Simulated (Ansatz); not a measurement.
**YN under changes of volume**

One of the cells (14.500 Å³/atom); the others are scaled copies at fixed shape and fractional positions:

```
CELL_PARAMETERS angstrom
0.00000 2.43850 2.43850
2.43850 0.00000 2.43850
2.43850 2.43850 0.00000
ATOMIC_POSITIONS crystal
Y 0.00000 0.00000 0.00000
N 0.50000 0.50000 0.50000
```

- Program: Ansatz 0.2.0
- Functional: LDA
- Potentials or basis: Ansatz PAW
- Cutoff: 420 eV (not typed: the program's choice for these potentials)
- k mesh: 9 × 9 × 9
- Occupations: fermi-dirac, width 0.05 eV
- Spin: no spin polarisation

| volume (Å³/atom) | energy over the lowest point (meV/atom) | pressure (GPa) |
| --- | --- | --- |
| 13.630 | 5.58 | 5.1 |
| 13.920 | 0.00 | 1.0 |
| 14.210 | ? | ? |
| 14.500 | 9.37 | -6.0 |
| 14.790 | 22.85 | -8.9 |
| 15.080 | 41.52 | -11.6 |
| 15.370 | 64.71 | -14.0 |

What does the run at 14.210 Å³/atom give?

Energy over the lowest point 1.48 meV/atom; pressure -2.7 GPa.

Worked out: A Birch-Murnaghan fit of order 3 (a polynomial in V^(-2/3)) to the other rows has its minimum at 14.00 Å³/atom with B0 = V·E''(V) = 183 GPa and B' = 4.3. It gives 1.51 meV/atom at 14.210 Å³/atom, against the run's 1.48, and -dE/dV = -2.6 GPa, against -2.7.

Energies are extrapolated to zero smearing.

Caveats: the PAW data sets come from PBE, with cores solved anew for the run's functional, which leaves a small shift of forces and pressure.
